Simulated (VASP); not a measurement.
Here is a VASP 6.6.1 calculation.

INCAR

```
PREC = Normal
ENCUT = 520
EDIFF = 1E-4
ISMEAR = 0
SIGMA = 0.15
LREAL = False
LASPH = True
NELM = 60
ALGO = Fast
ISIF = 3
LWAVE = False
LCHARG = False
GGA = PE
IBRION = 2
NSW = 24
EDIFFG = -0.08
```

The input KPOINTS:

```
regular mesh
0
Gamma
  5 5 3
```

File POSCAR:

```
BeTe
1.0
    3.8288954200      0.0000000000      0.0000000000
   -1.9144477100      3.3159207100      0.0000000000
    0.0000000000      0.0000000000      5.6425827300
Be Te
2 2
Direct
    0.0000000000      0.0000000000      0.5000000000
    0.0000000000      0.0000000000      0.0000000000
    0.6666666700      0.3333333300      0.7500000000
    0.3333333300      0.6666666700      0.2500000000
```

Potentials or basis: VASP PAW PBE potentials, release 64 (Be, Te).

Run with:

```console
$ cat potpaw_PBE.64/Be/POTCAR potpaw_PBE.64/Te/POTCAR > POTCAR
$ mpirun -np 1 vasp_std > vasp.out
```

Question: Predict the space group after relaxing (to 0.05 Å).

Answer: P6_3/mmc (No. 194).

Question: What does it give for the band gap on the k mesh?

Answer: None (metal or under the smearing width).

Question: What does it give for the relaxed volume?

Answer: 19.30 Å³/atom.

The path:
| step | energy change (eV) | largest force (eV/Å) | pressure (GPa) | volume (Å³) |
| --- | --- | --- | --- | --- |
| 1 | 0.0000 | 0.0000 | 6.41 | 71.64 |
| 2 | -0.1312 | 0.0000 | -1.41 | 79.31 |
| 3 | -0.1354 | 0.0000 | -0.47 | 78.07 |
| 4 | -0.1476 | 0.0000 | -0.26 | 77.81 |
| 5 | -0.1578 | 0.0000 | 0.07 | 77.22 |

Caveat: the k mesh is coarse (spacing up to 0.38 Å⁻¹), so the values aren't converged; the relaxation stopped at a loose force limit of 0.08 eV/Å, so its end isn't a converged minimum. The run has no spin-orbit coupling, so splittings on Te are missing.
